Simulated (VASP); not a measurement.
PbF2 (Fluorocronite):

```
Pb F
1.0
     0.00000    2.96366    2.96366
     2.96366    0.00000    2.96366
     2.96366    2.96366    0.00000
Pb F
1 2
Direct
  0.00000 0.00000 0.00000
  0.75000 0.75000 0.75000
  0.25000 0.25000 0.25000
```

Program: VASP 6.6.1. Alike in all runs: no spin polarisation; cell as given; k mesh 8 × 8 × 8; cutoff (eV) 520.

Order these runs on this cell by their band gap on the k mesh, lowest first.
A. level LDA; potentials or basis VASP PAW LDA potentials, release 64 (Pb_d, F); smearing gaussian 0.02 eV; ladder gaps
B. level r2SCAN; potentials or basis VASP PAW PBE potentials, release 64 (Pb_d, F); smearing gaussian 0.02 eV; ladder gaps
C. level RPBE; potentials or basis VASP PAW PBE potentials, release 64 (Pb_d, F); smearing gaussian 0.05 eV

A (4.22 eV), C (4.55 eV), B (4.93 eV).

Caveats: spin-orbit coupling is left out, which as a rule narrows the gap of such compounds by several tenths of an eV.

A k mesh can miss the band edges.

Not every run made on this cell is shown here.
